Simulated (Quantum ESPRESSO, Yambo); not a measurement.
# A GW chain in Yambo: CdSe (F-43m), part 3 of 3

How does a plane-wave GW calculation on CdSe (F-43m) run from the first input to the gap?

Quantum ESPRESSO 7.5 and Yambo 5.3.0; PBE and many-body steps on it, plane waves. Known limits of the many-body steps: not at the basis limit; exchange with frozen shells missing; no spin-orbit coupling; coarse k mesh.

So far. Step 3 (Bands along the symmetry lines): The gap is 0.547 eV, as in the run before at this level. Step 4 (Empty states on the mesh, 4×4×4 mesh, 149 bands): On this mesh the gap is 0.547 eV.

**6. Screening and self-energy, 4×4×4 mesh, 149 bands, screening to 129.3 eV**

G0W0 replaces the xc potential by the self-energy, built once from these orbitals. Only a window of levels is corrected, while the sums run over the empty bands that the input names.

This step: G0W0 on PBE, plane waves, norm-conserving pseudopotentials.

gw1.in reads:

```
HF_and_locXC
gw0
dyson
ppa
em1d
rim_cut
RandQpts= 1000000
RandGvec= 1 RL
EXXRLvcs= 94 Ry
VXCRLvcs= 376 Ry
Chimod= "HARTREE"
% BndsRnXp
 1 | 149 |
%
NGsBlkXp= 9.5 Ry
% LongDrXp
 1 | 1 | 1 |
%
% GbndRnge
 1 | 149 |
%
DysSolver= "n"
ExtendOut
PPAPntXp= 27.21138 eV
% QPkrange
 1 | 8 | 16 | 23 |
%
```

Launch:

```
> OMP_NUM_THREADS=1 mpirun -n 4 yambo -F gw1.in -J gw1 -C gw1 > gw1.log
```

The program printed:

```text
 Yambo, version 5.3.0

 [02] CORE Variables Setup
 =========================

  [... cell, symmetries and grids as in the set-up ...]

  [02.05] Energies & Occupations
  ==============================

  [X] === General ===
  [X] Electronic Temperature                        :  0.000000  0.000000 [eV K]
  [X] Bosonic    Temperature                        :  0.000000  0.000000 [eV K]
  [X] Finite Temperature mode                       : no
  [X] El. density                                   :  0.62193E+24 [cm-3]
  [X] Fermi Level                                   :  7.361628 [eV]

  [X] === Gaps and Widths ===
  [X] Conduction Band Min                           :  0.547474 [eV]
  [X] Valence Band Max                              :  0.000000 [eV]
  [X] Filled Bands                                  :  18
  [X] Empty Bands                                   :   19  149
  [X] Direct Gap                                    :  0.547474 [eV]
  [X] Direct Gap localized at k                     :  1
  [X] Indirect Gap                                  :  0.547474 [eV]
  [X] Indirect Gap between kpts                     :  1  1
  [X] Last valence band width                       :  2.085577 [eV]
  [X] 1st conduction band width                     :  4.363902 [eV]

 [03] Transferred momenta grid and indexing
 ==========================================

 IBZ Q-points                                      :   8
 BZ  Q-points                                      :   64

 K/Q-points units:
 rlu = crystal or reduced units; cc = cartesian coordinates; iku = interal k-units

 Q [1]          [rlu]:  0.000000  0.000000  0.000000
 Q [2]          [rlu]: -0.74024E-17  0.64753E-17  0.25000
 Q [3]          [rlu]:  0.14805E-16 -0.12951E-16 -0.50000
 Q [4]          [rlu]: -0.67816E-17  0.25000      0.25000
 Q [5]          [rlu]: -0.13780E-16  0.25000      0.50000
 Q [6]          [rlu]: -0.12951E-16  0.25000     -0.25000
 Q [7]          [rlu]:  0.13563E-16 -0.50000     -0.50000
 Q [8]          [rlu]:  0.250000 -0.500000 -0.250000

 [04] Coloumb potential Random Integration (RIM)
 ===============================================

  [04.01] RIM initialization
  ==========================

  * Diagonal components only detected *

  8 x (sBL volume)        :  0.079377 [a.u.]
  sBZ random points       :  1000000
  Points outside the sBZ  :   7999624
  RL volume               :  0.635013 [a.u.]
  Integrated volume       :  0.635043 [a.u.]

  [04.02] RIM integrals
  =====================

  Gamma point sphere radius             :  0.077956 [a.u.]
  Points outside the sphere             :   799635
  [Int_sBZ(q=0) 1/q^2]*(Vol_sBZ)^(-1/3) =:  7.763403
                                 should be <:  7.795600

  Summary of Coulomb integrals for non-metallic bands |Q|[au] RIM/Bare

  Q [1] 0.100000E-4 0.995870 * Q [2] 0.234463 1.065611
  Q [4] 0.270735 1.063960 * Q [6] 0.382877 1.025542
  Q [5] 0.448963 1.019403 * Q [3] 0.468927 1.016307
  Q [7] 0.541470 1.013019 * Q [8] 0.605382 1.010006

 [05] Dipoles
 ============

  [05.01] Setup: observables and procedures
  =========================================

 [06] Dynamic Dielectric Matrix (PPA)
 ====================================

 [WR./gw1//ndb.pp]---------------------------------------------------------------
  Brillouin Zone Q/K grids (IBZ/BZ)                :    8   64    8   64
  RL vectors                                       :   7239 [WF]
  Coulomb cutoff potential                         : none
  Electronic Temperature                           :  0.000000 [K]
  Bosonic    Temperature                           :  0.000000 [K]
  PPA    diel. fun.  energies                      : Perdew, Burke & Ernzerhof(X)+Perdew, Burke & Ernzerhof(C)
  wavefunctions                                    : Perdew, Burke & Ernzerhof(X)+Perdew, Burke & Ernzerhof(C)
  Global Gauge                                     : length
  X matrix size                                    :  229
  X band range                                     :    1  149
  X e/h energy range                               : -1.000000 -1.000000 [eV]
  X Time ordering                                  : R
  X Hxc Kernel                                     : HARTREE
  X Drude frequency                                :  0.000000  0.000000
  X poles                                          :  100.0000 [o/o]
  RL vectors in the sum                            :   7239
  [r,Vnl] included                                 : yes
  Field direction                                  :  0.577350E-5  0.577350E-5  0.577350E-5
  BZ energy Double Grid                            : no
  BZ energy DbGd points                            : 0
  BZ Q point size factor                           : -1.000000
  X Optical Averaged directions                    : none

 [07] Local Exchange-Correlation + Non-Local Fock
 ================================================

 [VXC] Plane waves :   47855
 [EXS] Plane waves :   6081

 QP @ state[ 1 ] K range:   1   8
 QP @ state[ 1 ] b range:  16  23

 [xc] Functional : Perdew, Burke & Ernzerhof(X)+Perdew, Burke & Ernzerhof(C)
 [xc] LIBXC used to calculate xc functional
  PP Number of Atomic Species                      :  2
  NLCC RL compoments                               :   47855
  PP Number of Atomic Species                      :  2
  NLCC RL compoments                               :   47855

 [xc] E_xc :  -27.04176 [Ha]
      E_xc :  -54.08352 [Ry]

  Local XC kind (lXC) : Perdew, Burke & Ernzerhof(X)+Perdew, Burke & Ernzerhof(C)
  Non-Local XC kind (nlXC) : Hartree-Fock

  Corrections @ K [1] :  [eV]
 <16|nlXC|16> = -18.87312 -0.27157E-17 <16|lXC|16> = -15.31662  0.31633E-18
 <17|nlXC|17> = -18.87320  0.55935E-17 <17|lXC|17> = -15.31662 -0.18882E-15
 <18|nlXC|18> = -18.87320  0.14658E-16 <18|lXC|18> = -15.31662 -0.23586E-16
 <19|nlXC|19> = -8.130874 -0.78977E-18 <19|lXC|19> = -11.48236  0.37764E-15
 <20|nlXC|20> = -5.557811 -0.22674E-17 <20|lXC|20> = -10.19485  0.53828E-20
 <21|nlXC|21> = -5.557861 -0.15800E-17 <21|lXC|21> = -10.19486  0.47192E-16
 <22|nlXC|22> = -5.557854 -0.75184E-18 <22|lXC|22> = -10.19485  0.47199E-16
 <23|nlXC|23> = -3.452135 -0.47275E-18 <23|lXC|23> = -8.632071  0.18879E-15

  Corrections @ K [2] :  [eV]
 <16|nlXC|16> = -16.98139  0.94072E-17 <16|lXC|16> = -13.39409  0.49539E-19
 <17|nlXC|17> = -18.34350 -0.22281E-16 <17|lXC|17> = -14.75143 -0.18878E-15
[...]
Corrections @ K [3] :  [eV]
[...]
Corrections @ K [4] :  [eV]
[...]
Corrections @ K [5] :  [eV]
[...]
[... 2 further k-points ...]
  Corrections @ K [8] :  [eV]
[...]
<19|nlXC|19> = -9.120303 -0.11434E-17 <19|lXC|19> = -13.46088 -0.47229E-16
 <20|nlXC|20> = -6.394900 -0.87460E-18 <20|lXC|20> = -9.941178 -0.47233E-16
 <21|nlXC|21> = -5.298028  0.90557E-18 <21|lXC|21> = -9.968563  0.18880E-15
 <22|nlXC|22> = -4.743411  0.19394E-17 <22|lXC|22> = -8.926123 -0.34901E-16
 <23|nlXC|23> = -6.621597  0.10530E-18 <23|lXC|23> = -11.91162  0.59014E-17

  [07.01] Hartree-Fock occupations report
  =======================================

  [Hartree-Fock] === General ===
  [Hartree-Fock] Electronic Temperature             :  0.000000  0.000000 [eV K]
  [Hartree-Fock] Bosonic    Temperature             :  0.000000  0.000000 [eV K]
  [Hartree-Fock] Finite Temperature mode            : no
  [Hartree-Fock] El. density                        :  0.62193E+24 [cm-3]
  [Hartree-Fock] Fermi Level                        :  7.361628 [eV]

  [Hartree-Fock] === Gaps and Widths ===
  [Hartree-Fock] Conduction Band Min                :  3.898961 [eV]
  [Hartree-Fock] Valence Band Max                   : -3.556574 [eV]
  [Hartree-Fock] Filled Bands                       :  18
  [Hartree-Fock] Empty Bands                        :   19  149
  [Hartree-Fock] Direct Gap                         :  7.455535 [eV]
  [Hartree-Fock] Direct Gap localized at k          :  1
  [Hartree-Fock] Indirect Gap                       :  7.455535 [eV]
  [Hartree-Fock] Indirect Gap between kpts          :  1  1
  [Hartree-Fock] Last valence band width            :  2.255713 [eV]
  [Hartree-Fock] 1st conduction band width          :  5.352993 [eV]

 [08] Dyson equation: Newton solver
 ==================================

  [08.01] G0W0 (W PPA)
  ====================

  [  GW  ] Bands range     :    1  149
  [GW/PPA] G damping       :  0.100000 [eV]

  QP @ state[ 1 ] K range:   1   8
  QP @ state[ 1 ] b range:  16  23

   Sc/G bands                                       :    1  149
   Sc/G damping                                     :  0.100000 ev
   Sc bands terminator                              : no
   Sx RL components                                 :   6081

   QP @ state[ 1 ] K range                          :   1   8
   QP @ state[ 1 ] b range                          :  16  23
   GF energies kind                                 : Perdew, Burke & Ernzerhof(X)+Perdew, Burke & Ernzerhof(C)
   GF WF`s kind                                     : Perdew, Burke & Ernzerhof(X)+Perdew, Burke & Ernzerhof(C)
   Xs energies kind                                 : Perdew, Burke & Ernzerhof(X)+Perdew, Burke & Ernzerhof(C)
   Xs WF`s kind                                     : Perdew, Burke & Ernzerhof(X)+Perdew, Burke & Ernzerhof(C)

 [11] Game Over & Game summary
```

It took 9.1 min on 4 MPI ranks of Arm Neoverse V1, shared host; peak memory 2.3 GiB; 36 min of CPU time.

Numbers from this step:

```yaml
g0w0_gap_on_the_mesh: 1.705 eV
starting_gap_on_the_mesh: 0.5475 eV
k_of_the_valence_top: 0, 0, 0
k_of_the_conduction_bottom: 0, 0, 0
least_direct_g0w0_gap_on_the_computed_points: 1.705 eV
z_at_the_valence_top: 0.7912
z_at_the_conduction_bottom: 0.8119
```

The gap on the mesh goes from 0.55 eV to 1.70 eV, a correction of +1.16 eV.

Limits: finite bands, cutoff and mesh; exchange with frozen shells missing; no spin-orbit coupling; coarse k mesh. v1 is the top filled band, c1 the lowest empty one. The levels before and after the correction (eV, zero at the valence-band top of each column):

```tsv
	conduction bottom	valence top
Kohn-Sham	0.55	0.00
G0W0	1.70	0.00
```

```tsv
	level	energy (eV)
Kohn-Sham	Γ v3-v1	0.000
Kohn-Sham	Γ c1	0.547
Kohn-Sham	Γ c2-c4	5.943
G0W0	Γ v3-v1	0.000
G0W0	Γ c1	1.705
G0W0	Γ c2-c4	7.427
```

**7. Where the time went**

Times are wall times on the hardware named with each run, good to a factor of about two.

```tsv
step	time	share	memory (GiB)
ground state	15 s	3 %	0.34
bands along the symmetry lines	13 s	2 %	0.28
empty states on the mesh	23 s	4 %	0.52
conversion and set-up	3.1 s	1 %	0.26
screening and self-energy	9.1 min	91 %	2.3
```

**8. Outcome**

```json
{
  "PBE gap": "0.55 eV, direct",
  "G0W0 gap on the mesh": "1.70 eV",
  "GW settings": "4×4×4 mesh, 149 bands, screening to 129.3 eV, Godby-Needs plasmon pole",
  "known limits": "not at the basis limit; exchange with frozen shells missing; no spin-orbit coupling; coarse k mesh"
}
```

In words: G0W0 moves the gap on the mesh from 0.55 eV to 1.70 eV (+1.16 eV), with Z of 0.79 and 0.81 at the edges. The dearest step here is «screening and self-energy». Against experiment, by G0W0@PBE: the direct gap of 1.70 eV lies +0.01 eV from the measured 1.69 ± 0.02 eV (direct, 300 K, on GaAs(100), 2010). An exciton line or allowed optical edge lies below the quasiparticle gap by the binding energy; a forbidden edge can push the onset above it. The calculation has static nuclei and no excitons; a measured gap holds zero-point and thermal motion, which mostly lowers it. Bands and cutoff are finite, so the gap is not at the basis limit. The miss can reach some tenths of an eV and take either sign; the mesh is an error of its own. The 4×4×4 mesh is coarse for this cell, which bears on the long-range parts of exchange and screening. The norm-conserving file of at least one element keeps a d shell over frozen s and p shells of the same row. Exchange with those shells is missing from the self-energy, an error of 0.3 to 0.9 eV in cases checked, whose sign depends on which edge lies on those atoms. The many-body steps are scalar-relativistic: spin-orbit coupling is not in them.

[Paths, hosts, dates, memory and timing lines, banners, echoed tables and standing remarks are left out of the program output.]

[Logs are printed without paths, hosts, clocks, repeated set-up lines and the standing remarks that a program may print on its own settings, such as how far it seeks lower states.]

[Runs of the session that timed out or met a known fault of the program may be left out.]

[Hosts, paths, dates, database ids (printed as entryN), source tags and the programs' standing remarks are cut or masked in the printed files.]
